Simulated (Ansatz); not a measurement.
```json
{"subject": "CdSe (F-43m): band gap by G0W0 on HSE06", "lattice_ang": [[0.0, 3.025, 3.025], [3.025, 0.0, 3.025], [3.025, 3.025, 0.0]], "atoms": [["Cd", 0.0, 0.0, 0.0], ["Se", 0.75, 0.75, 0.75]], "method": "G0W0 on HSE06, plane waves, PAW; PAW set soft_1 (and 1 further level or step)", "program": "Ansatz 0.2.0", "settings_of_one_run": "cutoff 420 eV, 4×4×4 k-mesh, PAW set soft 1, empty bands 165, screening cutoff 120 eV, screening contour deformation, QP bands (v2, c2)", "cost": "2 runs, 43 s in all on 1 × NVIDIA H100 80GB HBM3 (shared by 6 runs) with 3 threads of AMD EPYC 7R13 (Zen 3), shared host (the runs of this entry)", "notes": "In doubt: masses and optical values from hybrid runs of this build are listed as unsure (in some of the runs), which bears on the screening that GW takes from such a start. Geometry: measured lattice cell, ions relaxed with PBE; the structure entry is the Materials Project’s. Limits: no spin-orbit coupling. The differences hold parts that these runs do not separate: finite bands, cutoffs and mesh, points of the zone that were not corrected, the start of G0W0, spin-orbit coupling missing from it, static nuclei, no electron-hole attraction, and what each experiment reads as the gap. How much each gives is not known from the steps shown.", "results": {"hse06_gap_over_mesh_and_listed_points": "1.601 eV, direct, at k = Γ", "g0w0_hse06_gap_over_5_of_8_irreducible_mesh_points": "1.846 eV, direct, at k = Γ", "gw_settings": "4×4×4 mesh, 165 empty bands, screening to 120 eV, PAW set soft_1 files", "known_limits": "finite bands, screening cutoff and k mesh; no spin-orbit coupling in G0W0; d shells not analysed"}}
```

[Paths, hosts, dates, memory and timing lines, banners, echoed tables and standing remarks are left out of the program output.]

[Logs are printed without paths, hosts, clocks, repeated set-up lines and the standing remarks that a program may print on its own settings, such as how far it seeks lower states.]

[Runs of the session that timed out or met a known fault of the program may be left out.]

[Cells called generated may have been cut or substituted from an entry of the Crystallography Open Database or the Materials Project.]

[Hosts, paths, dates, database ids (printed as entryN), source tags and the programs' standing remarks are cut or masked in the printed files.]
